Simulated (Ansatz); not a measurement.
A 2-atom cell of CsI started from a crystallographic database, relaxed with r2SCAN: 8 runs in Ansatz, each a construction of maximally localised Wannier functions. It is cubic, Pm-3m (No. 221); conventional cell a = 4.608 Å, 48.93 Å³ an atom. Around Cs lie 8 I at 3.99 Å; around I lie 8 Cs at 3.99 Å. No spin polarisation and no zero-point or thermal motion.

```xyz
2
Lattice="4.6081 0.0000 0.0000 0.0000 4.6081 0.0000 0.0000 0.0000 4.6081" Properties=species:S:1:pos:R:3 pbc="T T T"
Cs    0.0000    0.0000    0.0000
I     2.3040    2.3040    2.3040
```

Windows count from the top of the filled bands; a dash means that no such window was set (without an outer window there is no disentanglement). Rows marked drawn have settings drawn at random (some not listed).

```tsv
functional	SCF mesh	trial orbitals	functions	mesh	window (eV)	frozen (eV)	settings	Ω total (Å²)	Ω invariant (Å²)	largest spread (Å²)	least projectability	interpolation miss of the model's filled bands (eV, to the nearest computed level)
PBE	4×4×4	I s, I p	4	4×4×4	–	–	chosen	8.02	6.88	2.01	0.94	0.027
PBE	4×4×4	I s, I p	4	6×6×6	–	–	chosen	8.35	7.20	2.09	0.94	0.006
PBE	4×4×4	I p	3	4×4×4	–	–	chosen	7.64	7.63	2.55	0.97	0.030
r2SCAN	4×4×4	I s, I p	4	4×4×4	–	–	chosen	7.85	6.68	1.97	0.93	0.021
r2SCAN	4×4×4	I p	3	4×4×4	–	–	chosen	7.46	7.45	2.49	0.98	0.024
HSE06	4×4×4	I s, I p	4	4×4×4	–	–	chosen	7.84	6.68	1.96	0.94	–
HSE06	4×4×4	I p	3	4×4×4	–	–	chosen	7.46	7.46	2.49	0.98	–
PBE	4×4×4	I s, I p (loose tolerance)	4	4×4×4	–	–	drawn	8.02	6.88	2.01	0.94	0.027
```

For I s, I p with PBE the spread goes 8.02 Å² (4×4×4), 8.35 Å² (6×6×6): finite differences on a coarse mesh understate it.

No spin-orbit coupling is included; it can move band edges with weight on the heavy atoms by tenths of an eV.
